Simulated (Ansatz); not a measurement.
Spinel MgAl2O4 was calculated with PBE (PAW; Ansatz, a program for electronic structure).

Numerical settings: plane-wave cutoff 520 eV, 8×8×8 k mesh, Fermi–Dirac smearing 0.01 eV, scalar-relativistic PAW data made under PBE.

The cell is scaled about its equilibrium volume:

Shape and atoms are relaxed at each volume.

```
V (Å³/atom)  P (GPa)  direct gap at Γ (eV)  smallest gap on the k mesh (eV)
-----------  -------  --------------------  -------------------------------
9.344           8.04                 5.525                            5.513
9.539           3.82                 5.327                            5.315
9.733           0.01                 5.137                            5.124
9.928          -3.43                 4.953                            4.940
10.123         -6.55                 4.776                            4.763
```

A straight line through the gaps at Γ against ln V gives a volume deformation potential dE_g(Γ)/d ln V of -9.4 eV: the gap at Γ widens under compression.

Measured, for comparison: band gap 7.8 eV (temperature not stated, not corrected to a static lattice; as tabulated in Neo et al. (2023), doi:10.1002/gch2.202200236).

Note: the bulk modulus comes from volumes at which shape and atoms were relaxed.
